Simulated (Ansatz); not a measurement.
## Li2Se: the change of energy above lowest point with volume scale

All results are calculated (Ansatz 0.2.0). Free energy against uniform scaling of the volume at fixed shape and fractions; periodic cell, basis, potentials, k mesh and filling as listed.

The cell before it is scaled or strained (space group Fm-3m, No. 225):
```
Li2Se
1.0
      0.0000     3.0025     3.0025
      3.0025     0.0000     3.0025
      3.0025     3.0025     0.0000
Li Se
2 1
Direct
  0.25000 0.25000 0.25000
  0.75000 0.75000 0.75000
  0.00000 0.00000 0.00000
```

Settings of every row: functional PBEsol; dispersion none; potentials all-electron LAPW; k mesh 5x5x5; k shift 0x0x0; occupations fixed; smearing width 0 eV; spin none.

| row | volume scale | V (Å³/atom) | energy above lowest point (meV/atom) |
| --- | --- | --- | --- |
| 1 | 0.92 | 16.601 | 5.4 |
| 2 | 0.96 | 17.323 | 0 |
| 3 | 1 | 18.045 | ? |
| 4 | 1.04 | 18.767 | 8.6 |
| 5 | 1.08 | 19.489 | 20.4 |

Question: what energy above lowest point should row 3 give?

Worked fit of energy above lowest point. Take u = (V_r/V)^(2/3) − 1 with V_r = 18.045 Å³ an atom, which is twice the finite (Eulerian) strain; such expansions in the strain, on which the Birch-Murnaghan equation of state is built, carry the rest volume and the bulk modulus. The shown rows have u = 0.05718, 0.0276, -0.02582, -0.05003. Least squares give energy above lowest point = 1.48 − 169.4 × u + 4167 × u² meV/atom; a straight line predicts inner rows, each left out in turn, worse (root mean square 6.9 against 0.071 meV/atom). All shown rows lie on it to the printed digit. Its lowest point lies at u = 0.0203, or V = 17.51 Å³ an atom, and the curvature there gives the bulk modulus at fixed shape and fractions, B = (4/9)(1 + u)² E″(u)/V = 35.3 GPa. The withheld row has u = 0, so the fit gives 1.48 − 169.4 × (0) + 4167 × (0)² = 1.5 meV/atom.

The calculation gave 1.5 meV/atom. The fit meets it to the printed digit.
